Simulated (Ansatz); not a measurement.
# Telling polymorphs of BaTiO3 apart by 137Ba

Level of theory: DFT, r2SCAN, plane waves and PAW, scalar-relativistic, 500 eV cutoff (Ansatz 0.2.0). Q(137Ba) = 236.0 mb, I = 3/2. The cells come from the COD, with the atoms relaxed (PBE, cell held). Spin–orbit coupling is left out, which moves gradients at and beside heavy atoms (Ba) by some per cent and at some sites by far more.

(1) A calculated 137Ba parameter set reads: |C_Q| = 4.05 MHz, η = 0.00. Which structure does it belong to?
A.
BaTiO3
Space group P4mm (No. 99); a = 3.9998, c = 4.0180 Å.

```csv
site,Wyckoff,site symmetry,x,y,z
Ba,1a,4mm,0.0000,0.0000,0.9970
Ti,1b,4mm,0.5000,0.5000,0.4827
O3,1b,4mm,0.5000,0.5000,0.0223
O4,2c,2mm.,0.5000,0.0000,0.5130
```
B.
BaTiO3
```cif
data_BaTiO3
_symmetry_space_group_name_H-M 'R3m:H'
_symmetry_Int_Tables_number 160
_cell_length_a 5.6553
_cell_length_b 5.6553
_cell_length_c 6.9532
_cell_angle_alpha 90.000
_cell_angle_beta 90.000
_cell_angle_gamma 120.000
loop_
_atom_site_label
_atom_site_type_symbol
_atom_site_symmetry_multiplicity
_atom_site_Wyckoff_symbol
_atom_site_fract_x
_atom_site_fract_y
_atom_site_fract_z
Ba Ba 3 a 0.0000 0.0000 0.9980
Ti Ti 3 a 0.0000 0.0000 0.4864
O O 9 b 0.1645 0.3289 0.3456
```

Results:

(1) A. BaTiO3 in P4mm gives |C_Q| = 4.05 MHz, η = 0.00; there Ba has 12 O at 2.79–2.88 Å. BaTiO3 in R3m gives |C_Q| = 2.02 MHz, η = 0.00; there Ba has 12 O at 2.77–2.90 Å.
